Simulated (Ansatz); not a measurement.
A 2-atom cell of GaN started from a crystallographic database at its r2SCAN geometry, in Ansatz. One PBE run serves as the base. The settings are then varied one at a time, some on purpose to values that make no sense. Doubtful ones may also carry a cap on iterations. All numbers are computed, and spin polarisation is off unless an edit sets a moment.

Base input:
```yaml
crystal:
  lattice:
    - [0.0, 2.1085153689, 2.1085153689]
    - [2.1085153689, 0.0, 2.1085153689]
    - [2.1085153689, 2.1085153689, 0.0]
  atoms:
    - { symbol: Ga, position: [0.5, 0.5, 0.5] }
    - { symbol: "N", position: [0.0, 0.0, 0.0] }
kpoints:
  mp_grid: { grid: [8, 8, 8] }
hamiltonian:
  xc: pbe
scf:
  occupations: { method: fixed }
  n_extra_bands: 4
output:
  forces: true
  stress: true
  eigenvalues: true
```

Base results:
```
Basis set: ecut = 420 eV, 339 PW (Γ)
Symmetry: 48 space group operations
Space group: Fm-3m (ITA 225)
k-points: 29 of 512
SCF converged after 6 iterations
Free energy (F): -4166.944248 eV
Fermi energy:    13.282848 eV
--- Stress (GPa, compression-positive) ---
        8.210023       0.000000       0.000000
        0.000000       8.210023       0.000000
        0.000000       0.000000       8.210023
  P = ⅓ Tr σ = 8.2100 GPa (82.100 kbar)
--- Band table (eV; the first three rows and the last of 29) ---
  k-point 0: bands = […, -0.7524, -0.6559, -0.6559, 12.7816, 12.7816, 12.7816, 15.6109, 27.9573, 27.9573, 27.9573]
  k-point 1: bands = […, -0.7419, -0.6715, -0.6715, 11.1211, 12.8168, 12.8168, 16.9174, 25.0021, 26.8343, 26.8343]
  k-point 2: bands = […, -0.7933, -0.6252, -0.6252, 8.5053, 12.9224, 12.9224, 18.2168, 22.9915, 24.6471, 24.6471]
  k-point 28: bands = […, -0.7337, -0.4682, 2.0577, 7.9227, 7.9227, 8.6679, 18.4773, 23.2563, 23.6709, 23.6710]
```
The gap over this mesh is 0.662 eV.

Run as `ansatz run input.yaml --threads 4 --pin off --max-ram 3686MiB --backend cpu --events-out ev --progress --plain --runs-dir out`. It took 0.53 s on 4 threads of Arm Neoverse N1, on a shared host; peak host memory 0.26 GiB.

**Question.** These lines are set or replaced. What follows?
```yaml
scf:
  occupations: { method: fermi_dirac, width: 0.5 }
```

**Answer.** The free energy moves by -22 meV an atom, the mean stress by +2.28 GPa and the gap on the mesh by +0.052 eV (to 0.714). The term −TS is -68 meV an atom. A width of 0.5 eV moves electrons across a gap of 0.66 eV: this is no longer the ground state.
Lines that differ from the base's log, and the results:
```
SCF converged after 6 iterations
Free energy (F): -4166.988976 eV
Internal energy: -4166.853780 eV  (E = F + TS)
E sigma→0 (E₀):  -4166.921378 eV
Entropy (-TS):   -0.135196 eV (-67.598 meV/atom)
Fermi energy:    14.498064 eV
--- Stress (GPa, compression-positive) ---
       10.490926       0.000000       0.000000
        0.000000      10.490926       0.000000
        0.000000       0.000000      10.490926
  P = ⅓ Tr σ = 10.4909 GPa (104.909 kbar)
--- Band table (eV; the first three rows and the last of 29) ---
  k-point 0: bands = […, -0.7098, -0.6137, -0.6137, 12.7368, 12.7368, 12.7368, 15.5885, 27.9595, 27.9595, 27.9595]
  k-point 1: bands = […, -0.6994, -0.6294, -0.6294, 11.0860, 12.7725, 12.7725, 16.8894, 25.0016, 26.8389, 26.8389]
  k-point 2: bands = […, -0.7520, -0.5825, -0.5825, 8.4801, 12.8793, 12.8793, 18.1946, 22.9779, 24.6533, 24.6533]
  k-point 28: bands = […, -0.6930, -0.4247, 2.0483, 7.9026, 7.9026, 8.6566, 18.4571, 23.2582, 23.6466, 23.6466]
```

**Question.** Predict the outcome of this edit.
```yaml
scf:
  n_extra_bands: 0
```

**Answer.** Energy, stress and gap stay within 1 meV an atom, 0.1 GPa and 0.005 eV of the base. The program keeps one empty band at least. Empty bands don't enter the energy of an insulator with fixed occupations.

**Question.** Predict the outcome of this edit.
```yaml
accuracy: low
```

**Answer.** Energy, stress and gap stay within 1 meV an atom, 0.1 GPa and 0.005 eV of the base. The run repeats the base's digit for digit, so the setting changed nothing in it.

**Question.** What happens with this change?
```yaml
kpoints:
  mp_grid: { grid: [3, 3, 3] }
```

**Answer.** The free energy moves by +262 meV an atom, the mean stress by -0.53 GPa and the gap on the mesh by +1.848 eV (to 2.510). The gap changes mostly because other points are sampled; a mesh that misses a band edge overestimates it. The mesh is too coarse.
```
k-points: 4 of 27
SCF converged after 6 iterations
Free energy (F): -4166.420660 eV
Fermi energy:    13.256857 eV
--- Stress (GPa, compression-positive) ---
        7.683250       0.000000       0.000000
        0.000000       7.683250       0.000000
        0.000000       0.000000       7.683250
  P = ⅓ Tr σ = 7.6832 GPa (76.832 kbar)
--- Band table (eV) ---
  k-point 0: bands = […, -0.8728, -0.7717, -0.7717, 13.0302, 13.0302, 13.0302, 15.7666, 27.9699, 27.9699, 27.9699]
  k-point 1: bands = […, -0.9151, -0.6955, -0.6955, 6.9616, 13.2569, 13.2569, 18.4417, 22.8345, 23.4639, 23.4639]
  k-point 2: bands = […, -0.6749, -0.6749, 0.2505, 8.4557, 11.0404, 11.0404, 15.9818, 21.9390, 23.8386, 27.2693]
  k-point 3: bands = […, -0.7922, -0.6538, 1.4831, 7.0307, 7.9278, 11.9738, 17.5718, 22.3734, 24.2616, 25.0169]
```

**Question.** Predict the outcome of this edit.
```yaml
scf:
  eigensolver: { kind: dense }
```

**Answer.** It converges in 6 iterations, as the base does. The result is the base's, as it should be for a key that only affects how the solution is found.

**Question.** The input is altered as follows. How does the run end?
```yaml
accuracy: high
```

**Answer.** Energy, stress and gap stay within 1 meV an atom, 0.1 GPa and 0.005 eV of the base. The result hardly depends on this setting here.

**Question.** The input is altered as follows. How does the run end?
```yaml
scf:
  occupations: { method: fermi_dirac, width: 0.001 }
```

**Answer.** Energy, stress and gap stay within 1 meV an atom, 0.1 GPa and 0.005 eV of the base. The width is small against the gap, so it doesn't matter.

**Question.** Predict the outcome of this edit.
```yaml
hamiltonian:
  xc: mr2scan
```

**Answer.** The cutoff follows the functional, from 420 to 500 eV. The mean stress moves by -8.25 GPa and the gap on the mesh by +0.530 eV (to 1.191). It's another functional on the same cell, so totals aren't comparable.
```
Basis set: ecut = 500 eV, 531 PW (Γ)
SCF converged after 8 iterations
Free energy (F): -4175.436371 eV
Fermi energy:    13.039198 eV
--- Stress (GPa, compression-positive) ---
       -0.040335       0.000000       0.000000
        0.000000      -0.040335       0.000000
        0.000000       0.000000      -0.040335
  P = ⅓ Tr σ = -0.0403 GPa (-0.403 kbar)
--- Band table (eV; the first three rows and the last of 29) ---
  k-point 0: bands = […, -1.4406, -1.3601, -1.3601, 12.5390, 12.5390, 12.5390, 15.9159, 28.4492, 28.4492, 28.4492]
  k-point 1: bands = […, -1.4335, -1.3743, -1.3743, 10.8724, 12.5730, 12.5730, 17.2326, 25.6034, 27.4498, 27.4498]
  k-point 2: bands = […, -1.4829, -1.3212, -1.3212, 8.1795, 12.6746, 12.6746, 18.6090, 23.6069, 25.2001, 25.2001]
  k-point 28: bands = […, -1.4319, -1.1639, 1.1836, 7.5899, 7.5899, 8.4640, 18.8120, 23.8217, 24.3462, 24.3462]
```
